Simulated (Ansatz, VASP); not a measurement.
## One calculation of CaO, two programs

```
Ca O
1.0
     2.92747   -0.09041   -0.09041
    -0.09041    2.92747   -0.09041
    -0.09041   -0.09041    2.92747
Ca O
1 1
Direct
  0.00000 0.00000 0.00000
  0.50000 0.50000 0.50000
```

Change from the starting cell: epitaxial_111 strain +4.0%.

Alike in both runs: task single point; functional PBE; k mesh 8 × 8 × 8; occupations fermi-dirac, width 0.02 eV; no spin polarisation.

|  | VASP | Ansatz |
| --- | --- | --- |
| version | VASP 6.6.1 | Ansatz 0.2.0 |
| potentials or method | VASP PAW PBE potentials, release 64 (Ca_sv, O) | plane waves, PAW |
| plane-wave cutoff (eV) | 520 | 420 |
| valence electrons in the cell | 16 | 16 |

```csv
,VASP,Ansatz,Ansatz less VASP
gap on the k mesh at the Fermi level (eV),2.88,2.89,+0.015
pressure (GPa),3.0,2.3,-0.64
largest component of the traceless stress (GPa),0.57,0.42,-0.149
```

The functional is the same, so the differences come from potentials, cutoffs and numerics.

A k mesh can miss the band edges.
